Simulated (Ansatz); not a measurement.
HfC:

```
CELL_PARAMETERS angstrom
-1.39667 2.49718 1.84734
1.39667 -2.49718 1.84734
1.39667 2.49718 -1.84734
ATOMIC_POSITIONS crystal
Hf 0.98471 0.98471 0.00000
C 0.67945 0.17945 0.50000
```

The cell was built by a generator and needn't be a form met in nature.

- Program: Ansatz 0.2.0
- Task: relaxation of cell and atoms
- Functional: revPBE
- Potentials or basis: Ansatz PAW
- Cutoff: 420 eV (not typed: the program's choice for these potentials)
- k mesh: 12 × 12 × 12
- Occupations: fermi-dirac, width 0.05 eV
- Spin: no spin polarisation

At the start: volume 12.89 Å³/atom.

**Question.** Where does the relaxation end?

**Answer.** It ends after 10 steps and the volume is 12.74 Å³/atom (-1.1 %); space group Fm-3m (No. 225, to 0.05 Å).

Step by step:
```
step  energy change (eV)  largest force (eV/Å)  volume (Å³)
   1              0.0000               11.6044        25.77
   2             -2.3191                5.4810        26.67
   3             -3.5448                3.1265        25.81
   4             -4.1777                1.6582        24.69
   5             -4.3987                0.0032        25.56
   6             -4.3994                0.0006        25.43
   7             -4.4150                0.0006        25.43
   8             -4.4155                0.0001        25.48
   9             -4.4155                0.0001        25.48
  10             -4.4156                0.0001        25.48
```

Final structure:
```yaml
crystal:
  lattice:
    - [-1.65151, 2.33566, 1.65157]
    - [1.65151, -2.33566, 1.65157]
    - [1.65151, 2.33566, -1.65157]
  atoms:
    - { symbol: Hf, position: [0.08209, 0.08209, 0.00000] }
    - { symbol: C, position: [0.58208, 0.08208, 0.50000] }
```

Caveat: the plane-wave basis is chosen anew once the cell has moved, so the energies of steps on either side of that aren't comparable; the PAW data sets come from PBE, with cores solved anew for the run's functional, which leaves a small shift of forces and pressure.
